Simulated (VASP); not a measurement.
# Cu in VASP: relaxation of the atoms with PBE

Aim: the relaxation of the atoms of Cu with PBE.

All numbers are computed with VASP 6.6.1; they aren't measurements. Logs are shortened: lines on timing, memory, paths and dates and some standing lists are left out, and cuts for length are marked.

## Step 1: The structure

The cell holds a slab with vacuum, 9 atoms: a = 2.570 Å, b = 2.570 Å, c = 29.540 Å, α = 90.00°, β = 90.00°, γ = 90.00°.

The cell was built by a generator and needn't be a form met in nature.

## Step 2: Relaxation of the atoms, PBE

Input file INCAR:

```
SYSTEM = Cu
  PREC = Accurate
  ENCUT = 520
  EDIFF = 1E-7
  ISMEAR = 1
  SIGMA = 0.2
  LREAL = .False.
  LASPH = .True.
  NELM = 60
  ALGO = Normal
  ISIF = 2
  LWAVE = .False.
  LCHARG = .False.
  GGA = PE
  IBRION = 2
  NSW = 40
  EDIFFG = -0.01
```

Input file KPOINTS:

```
regular mesh
0
Gamma
  6 6 1
  0 0 0
```

Input file POSCAR:

```
Cu
1.0
    2.5703331496      0.0000000000      0.0000000000
    0.0000000000      2.5703331496      0.0000000000
    0.0000000000      0.0000000000     29.5400000000
Cu
9
Direct
    0.0000000000      0.0000000000      0.2538930264
    0.5000000000      0.5000000000      0.3154197698
    0.0000000000      0.0000000000      0.3769465132
    0.5000000000      0.5000000000      0.4384732566
    0.0000000000      0.0000000000      0.5000000000
    0.5000000000      0.5000000000      0.5615267434
    0.0000000000      0.0000000000      0.6230534868
    0.5000000000      0.5000000000      0.6845802302
    0.0000000000      0.0000000000      0.7461069736
```

Potentials or basis: VASP PAW PBE potentials, release 64 (Cu).

The run is started by

```
> cat potpaw_PBE.64/Cu/POTCAR > POTCAR
> mpirun -np 8 vasp_std > vasp.out
```

OUTCAR:

```text
SYSTEM = Cu
   PREC = Accurate
   ENCUT = 520
   EDIFF = 1E-7
   ISMEAR = 1
   LREAL = .False.
   LASPH = .True.
   NELM = 60
   ISIF = 2
   GGA = PE
   IBRION = 2
   NSW = 40
   EDIFFG = -0.01

 ion  position               nearest neighbor table
   1  0.000  0.000  0.254-   2 2.57   2 2.57   2 2.57   2 2.57
   2  0.500  0.500  0.315-   3 2.57   3 2.57   3 2.57   3 2.57   1 2.57   1 2.57   1 2.57   1 2.57

   3  0.000  0.000  0.377-   2 2.57   2 2.57   2 2.57   2 2.57   4 2.57   4 2.57   4 2.57   4 2.57

   4  0.500  0.500  0.438-   3 2.57   5 2.57   3 2.57   5 2.57   3 2.57   5 2.57   3 2.57   5 2.57
[... 5 lines left out ...]
   7  0.000  0.000  0.623-   8 2.57   8 2.57   8 2.57   8 2.57   6 2.57   6 2.57   6 2.57   6 2.57

   8  0.500  0.500  0.685-   7 2.57   7 2.57   7 2.57   7 2.57   9 2.57   9 2.57   9 2.57   9 2.57

   9  0.000  0.000  0.746-   8 2.57   8 2.57   8 2.57   8 2.57

  LATTYP: Found a simple tetragonal cell.
 ALAT       =     2.5703331496
 C/A-ratio  =    11.4926736266

  Lattice vectors:

 A1 = (   2.5703331496,   0.0000000000,   0.0000000000)
 A2 = (   0.0000000000,   2.5703331496,   0.0000000000)
 A3 = (   0.0000000000,   0.0000000000,  29.5400000000)

Analysis of symmetry for initial positions (statically):
=====================================================================
 Subroutine PRICEL returns:
 Original cell was already a primitive cell.

 Routine SETGRP: Setting up the symmetry group for a
 simple tetragonal supercell.

 Subroutine GETGRP returns: Found 16 space group operations
 (whereof 16 operations were pure point group operations)
 out of a pool of 16 trial point group operations.

The static configuration has the point symmetry D_4h.

Analysis of symmetry for dynamics (positions and initial velocities):
=====================================================================
 Subroutine PRICEL returns:
 Original cell was already a primitive cell.

 Routine SETGRP: Setting up the symmetry group for a
 simple tetragonal supercell.

 Subroutine GETGRP returns: Found 16 space group operations
 (whereof 16 operations were pure point group operations)
 out of a pool of 16 trial point group operations.

The dynamic configuration has the point symmetry D_4h.

 Subroutine INISYM returns: Found 16 space group operations
 (whereof 16 operations are pure point group operations),
 and found     1 'primitive' translations

----------------------------------------------------------------------------------------

                                     Primitive cell

  volume of cell :     195.1593
[... 114 lines left out ...]
   LHFCALC =     F    Hartree Fock is set to
   AEXX    =    0.0000 exact exchange contribution
   IVDW    =     0    specifies the selected vdW correction
   LEPSILON=     F    determine dielectric tensor
   LRPA    =     F    only Hartree local field effects (RPA)
 conjugate gradient relaxation of ions
 non-spin polarized calculation
 Methfessel and Paxton  Order N= 1 SIGMA  =   0.20
  energy-cutoff  :      520.00
  volume of cell :      195.16
 maximum number of plane-waves:      5286
 NGX is ok and might be reduce to    20
   NGX =  9   NGY =  9   NGZ =109

--------------------------------------- Ionic step        1  -------------------------------------------

 number of electron      98.9999841 magnetization

 Free energy of the ion-electron system (eV)
  ---------------------------------------------------
  ext. energy  EPLUGINS =         0.00000000
  ---------------------------------------------------
  free energy    TOTEN  =       -32.21455345 eV

  energy without entropy =      -32.20400560  energy(sigma->0) =      -32.21103750

------------------------ aborting loop because EDIFF is reached ----------------------------------------

  FORCE on cell =-STRESS in cart. coord.  units (eV):
  Direction    XX          YY          ZZ          XY          YZ          ZX
  --------------------------------------------------------------------------------------
  -------------------------------------------------------------------------------------
  Total       -1.4232400     -1.4232400     -1.1291525      0.0000000      0.0000000      0.0000000
  in kB      -11.6842116    -11.6842116     -9.2698750      0.0000000      0.0000000      0.0000000
  external PRESSURE =     -10.8794327 kB  Pullay stress =       0.0000000 kB
[... 110 lines left out ...]
  FREE ENERGIE OF THE ION-ELECTRON SYSTEM (eV)
  ---------------------------------------------------
  free  energy   TOTEN  =       -32.2246536628 eV

  energy  without entropy=      -32.2159871641  energy(sigma->0) =      -32.22176483

[... ionic steps 4 to 13 ...]

--------------------------------------- Ionic step       14  -------------------------------------------

 number of electron      98.9999855 magnetization

------------------------ aborting loop because EDIFF is reached ----------------------------------------
[... 81 lines left out ...]
--------------------------------------- Ionic step       16  -------------------------------------------

 number of electron      98.9999857 magnetization

 Free energy of the ion-electron system (eV)
  ---------------------------------------------------
  ext. energy  EPLUGINS =         0.00000000
  ---------------------------------------------------
  free energy    TOTEN  =       -32.22772850 eV

  energy without entropy =      -32.22144490  energy(sigma->0) =      -32.22563397

 E-fermi :   2.1634     XC(G=0):  -7.5997

 val. band max:        2.0749952556   @ k =   0.5000   0.1667   0.0000
 cond. band min:       2.2327858905   @ k =   0.5000   0.1667   0.0000
 fundamental gap:      0.1577906349
 Fermi energy:         2.1634166291

 k-point     1 :       0.0000    0.0000    0.0000
  band No.  band energies     occupation
      1      -7.0218      2.00000
      2      -6.6370      2.00000
      3      -6.0086      2.00000
      4      -5.1403      2.00000
      5      -4.1442      2.00000
      6      -3.2524      2.00000
[... 629 lines left out ...]
     60       9.5963      0.00000
     61       9.6775      0.00000
 [bands above 61 left out]

------------------------ aborting loop because EDIFF is reached ----------------------------------------

  FORCE on cell =-STRESS in cart. coord.  units (eV):
  Direction    XX          YY          ZZ          XY          YZ          ZX
  --------------------------------------------------------------------------------------
  -------------------------------------------------------------------------------------
  Total       -0.6844110     -0.6844110     -0.0751405      0.0000000     -0.0000000      0.0000000
  in kB       -5.6187306     -5.6187306     -0.6168722      0.0000000     -0.0000000      0.0000000
  external PRESSURE =      -3.9514445 kB  Pullay stress =       0.0000000 kB
[... 24 lines left out ...]
  FREE ENERGIE OF THE ION-ELECTRON SYSTEM (eV)
  ---------------------------------------------------
  free  energy   TOTEN  =       -32.2277285003 eV

  energy  without entropy=      -32.2214449046  energy(sigma->0) =      -32.22563397

 reached required accuracy - stopping structural energy minimisation
```

Wall time 3.4 min (8 MPI ranks of Intel Xeon Platinum 8559C (Emerald Rapids), shared host); peak memory 0.16 GiB.

What came out:

```
Free energy               : -32.2277 eV
Energy gained by relaxing : 1.5 meV/atom
Ionic steps               : 16
Band gap on the k mesh    : none (metal or under the smearing width)
```

Forces on the atoms (eV/Å):
```
Cu   0.000  0.000  0.002
Cu   0.000  0.000  0.001
Cu   0.000  0.000  0.002
Cu   0.000  0.000 -0.003
Cu   0.000  0.000  0.000
Cu   0.000  0.000  0.003
Cu   0.000  0.000 -0.002
Cu   0.000  0.000 -0.001
Cu   0.000  0.000 -0.002
```

Step by step:
| step | energy change (eV) | largest force (eV/Å) | pressure (GPa) |
| --- | --- | --- | --- |
| 1 | 0.0000 | 0.2073 | -1.09 |
| 2 | -0.0065 | 0.1430 | -1.00 |
| 3 | -0.0101 | 0.0484 | -0.87 |
| 4 | -0.0101 | 0.0501 | -0.87 |
| 5 | -0.0107 | 0.0341 | -0.83 |
| 6 | -0.0111 | 0.0261 | -0.79 |
| 7 | -0.0111 | 0.0312 | -0.78 |
| 8 | -0.0115 | 0.0243 | -0.75 |
| 9 | -0.0118 | 0.0201 | -0.71 |
| 10 | -0.0117 | 0.0512 | -0.61 |
| 11 | -0.0118 | 0.0246 | -0.68 |
| 12 | -0.0121 | 0.0222 | -0.65 |
| 13 | -0.0127 | 0.0147 | -0.55 |
| 14 | -0.0131 | 0.0137 | -0.39 |
| 15 | -0.0130 | 0.0323 | -0.39 |
| 16 | -0.0132 | 0.0026 | -0.40 |

Final structure:
```cif
data_structure
_symmetry_space_group_name_H-M 'P 1'
_symmetry_Int_Tables_number 1
_cell_length_a 2.5703
_cell_length_b 2.5703
_cell_length_c 29.5400
_cell_angle_alpha 90.000
_cell_angle_beta 90.000
_cell_angle_gamma 90.000
_cell_volume 195.16
loop_
_atom_site_label
_atom_site_type_symbol
_atom_site_fract_x
_atom_site_fract_y
_atom_site_fract_z
_atom_site_occupancy
Cu1 Cu 0.00000 0.00000 0.25644 1
Cu2 Cu 0.50000 0.50000 0.31605 1
Cu3 Cu 0.00000 0.00000 0.37756 1
Cu4 Cu 0.50000 0.50000 0.43902 1
Cu5 Cu 0.00000 0.00000 0.50000 1
Cu6 Cu 0.50000 0.50000 0.56098 1
Cu7 Cu 0.00000 0.00000 0.62244 1
Cu8 Cu 0.50000 0.50000 0.68395 1
Cu9 Cu 0.00000 0.00000 0.74356 1
```

Levels at points of the mesh, in eV from the Fermi level:
```csv
k point,band 48,band 49,band 50,band 51,band 52,band 53
"(0.00, 0.00, 0.00)",-1.61,-1.58,-1.58,-1.54,-1.54,-0.48
"(0.50, 0.00, 0.00)",-0.55,-0.49,-0.41,-0.37,-0.36,-0.11
"(0.50, 0.50, 0.00)",2.43,2.43,3.44,3.44,4.67,4.67
```

Caveat: the k mesh is coarse (spacing up to 0.41 Å⁻¹), so the values aren't converged.
